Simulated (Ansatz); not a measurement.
# NbN: the crystal squeezed far

The task here is to estimate one member of a computed series from the others.

Computed with Ansatz 0.2.0 (DFT, r2SCAN, PAW with Ansatz's default frozen-core files, scalar-relativistic, unless a step's input says otherwise).

## The system as given

The structure is cubic, space group Fm-3m (No. 225). The conventional cell has a = 4.309 Å, b = 4.309 Å, c = 4.309 Å, α = 90.00°, β = 90.00°, γ = 90.00°. Nb (site symmetry m-3m) is surrounded by 6 N at 2.15 Å. Around N (site symmetry m-3m) lie 6 Nb at 2.15 Å.

Structure file:

```
Nb N
1.0
     0.00000    2.15443    2.15443
     2.15443    0.00000    2.15443
     2.15443    2.15443    0.00000
Nb N
1 1
Direct
  0.00000 0.00000 0.00000
  0.50000 0.50000 0.50000
```

Whether this phase is the stable one at these pressures isn't tested.

Atoms are numbered in the order of the input: Nb1, N2.

The first run:

input.yaml

```yaml
crystal:
  lattice:
    - [0.0, 2.15443469, 2.15443469]
    - [2.15443469, 0.0, 2.15443469]
    - [2.15443469, 2.15443469, 0.0]
  atoms:
    - { symbol: Nb, position: [0.0, 0.0, 0.0] }
    - { symbol: "N", position: [0.5, 0.5, 0.5] }
kpoints:
  mp_grid: { grid: [17, 17, 17] }
scf:
  occupations: { method: fermi_dirac, width: 0.08 }
hamiltonian:
  xc: r2scan
  pseudopotentials: { kind: paw }
output:
  forces: true
  stress: true
  write_density: true
  write_potential: true
  elf: true
  volumetric_format: npy
relax:
  f_tol: 0.005
  max_steps: 40
  cell: {}
```

Launch:

```bash
ansatz run input.yaml --threads 1 --pin off --max-ram 2048MiB --backend cpu --events-out ev --progress --plain --runs-dir out
```

Among the steps run: Cell relaxed at zero pressure, PAW; More of the same log: cell relaxed at zero pressure; Volume scaled by 1, PAW; Volume scaled by 0.94, PAW; Volume scaled by 0.88, PAW; Volume scaled by 0.8, PAW; Volume scaled by 0.72, PAW; Volume scaled by 0.64, PAW; Volume scaled by 0.55, PAW; Volume scaled by 0.55, PAW (cutoff 800 eV).

One table of the session follows, with a row left open; its other results are not shown here.

```
             method  volume over the first  volume (Å³/atom)  pressure (GPa)
                PAW                      1            10.732            0.00
                PAW                   0.94            10.088           22.84
                PAW                   0.88             9.445           54.41
                PAW                    0.8             8.586          116.48
                PAW                   0.72             7.727          214.28
                PAW                   0.64                 ?               ?
                PAW                   0.55             5.903          678.83
PAW (cutoff 800 eV)                   0.55             5.903          678.85
```

Q: Estimate the row for PAW, 0.64 from the others.

**Answer.** volume (Å³/atom): 6.869; pressure (GPa): 372.07. In the column «volume (Å³/atom)» it lies between PAW (cutoff 800 eV), 0.55 (5.903) and PAW, 0.72 (7.727).
